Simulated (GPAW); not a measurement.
A run of GPAW 26.7.0:

File run.py:

```python
from ase import Atoms
from ase.dft.bandgap import bandgap
from ase.io import write
from ase.units import GPa
from gpaw import GPAW, PW, setup_paths

setup_paths.insert(0, '.')

atoms = Atoms(['Pb'],
              cell=[[0.0, 2.47502, 2.47502],
                    [2.47502, 0.0, 2.47502],
                    [2.47502, 2.47502, 0.0]],
              scaled_positions=[[0.0, 0.0, 0.0]],
              pbc=True)

calc = GPAW(mode=PW(600),
            xc='PBEsol',
            kpts={'size': (9, 9, 9), 'gamma': True},
            occupations={'name': 'fermi-dirac', 'width': 0.05},
            nbands=14,
            convergence={'density': 1e-05, 'energy': 1e-05},
            maxiter=150,
            txt='gpaw.txt')
atoms.calc = calc
energy = atoms.get_potential_energy()
forces = atoms.get_forces()
stress = atoms.get_stress()
calc.write('gs.gpw')
write('result.traj', atoms)
print(f'Energy: {energy:.6f} eV')
print('Forces (eV/A):')
print(forces.round(4))
print('Stress (GPa):', (stress / GPa).round(3))
print('Fermi level:', round(calc.get_fermi_level(), 4), 'eV')
print(f'Gap: {bandgap(calc)[0]:.4f} eV, direct: {bandgap(calc, direct=True)[0]:.4f} eV')
```

Potentials or basis: PAW data sets generated in the run's folder for this functional, pw.

Run with:

```console
$ gpaw-setup -f PBEsol Pb
$ OMP_NUM_THREADS=1 python run.py
```

Hardware: 1 thread of Arm Neoverse V1, with other jobs on the host.

Estimate the wall time of this run.

Run time: 12 s on 1 thread of Arm Neoverse V1, on a shared host, peak memory 0.14 GiB. Counts: scf iterations 8, plane waves 1022, bands 14, k points 35.
